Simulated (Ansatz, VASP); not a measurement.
# One calculation of Ti, two programs

File INCAR:

```
PREC = Accurate ; ENCUT = 520
EDIFF = 1E-7 ; ISMEAR = 1
SIGMA = 0.1 ; LREAL = False
LASPH = True ; NELM = 100
ALGO = Fast ; ISIF = 2
LWAVE = False ; LCHARG = False
LDIPOL = True ; IDIPOL = 3
DIPOL = 0.5 0.5 0.329 ; NBANDS = 32
```

Contents of KPOINTS:

```
Automatic mesh
0
Gamma
  15 15 1
```

POSCAR

```
Ti
1.0
    2.8621935680      0.0000000000      0.0000000000
   -1.4310967840      2.4787323405      0.0000000000
    0.0000000000      0.0000000000     28.2961272063
Ti
4
Direct
    0.3333333333      0.6666666667      0.2120431519
    0.6666666667      0.3333333333      0.2867599321
    0.3333333333      0.6666666667      0.3698228512
    0.6666666667      0.3333333333      0.4470961742
```

Input for Ansatz:

```yaml
crystal:
  lattice:
    - [2.862193568, 0.0, 0.0]
    - [-1.431096784, 2.4787323405, 0.0]
    - [0.0, 0.0, 28.2961272063]
  atoms:
    - { symbol: Ti, position: [0.3333333333, 0.6666666667, 0.2120431519] }
    - { symbol: Ti, position: [0.6666666667, 0.3333333333, 0.2867599321] }
    - { symbol: Ti, position: [0.3333333333, 0.6666666667, 0.3698228512] }
    - { symbol: Ti, position: [0.6666666667, 0.3333333333, 0.4470961742] }
basis:
  ecutwfc: 420
kpoints:
  mp_grid: { grid: [15, 15, 1] }
hamiltonian:
  xc: lda
  pseudopotentials: { kind: paw, azcp: { folder: soft_1 } }
scf:
  occupations: { method: methfessel_paxton, width: 0.1 }
  n_extra_bands: 7
  max_iter: 160
output:
  forces: true
  eigenvalues: true
  write_density: true
  write_potential: true
  elf: true
  volumetric_format: npy
efield:
  axis: 3
  dipole_correction: true
```

Alike in both runs: task single point; functional LDA; k mesh 15 × 15 × 1; occupations methfessel-paxton of order 1, width 0.1 eV; no spin polarisation.

```csv
,VASP,Ansatz
version,VASP 6.6.1,Ansatz 0.2.0
potentials or method,"VASP PAW LDA potentials, release 64 (Ti_sv)","scalar-relativistic, plane waves, PAW"
plane-wave cutoff (eV),520,420
valence electrons in the cell,48,48
```

```csv
,VASP,Ansatz,Ansatz less VASP
gap on the k mesh at the Fermi level (eV),none,none,-
rms of the force components (eV/Å),0.157,0.157,-0.0006
```

Atom by atom the forces differ by 0.002 eV/Å (rms over components). A gap of «none» marks a metal or a gap that the smearing closes. Ansatz warned: «pseudo_functional_mismatch».
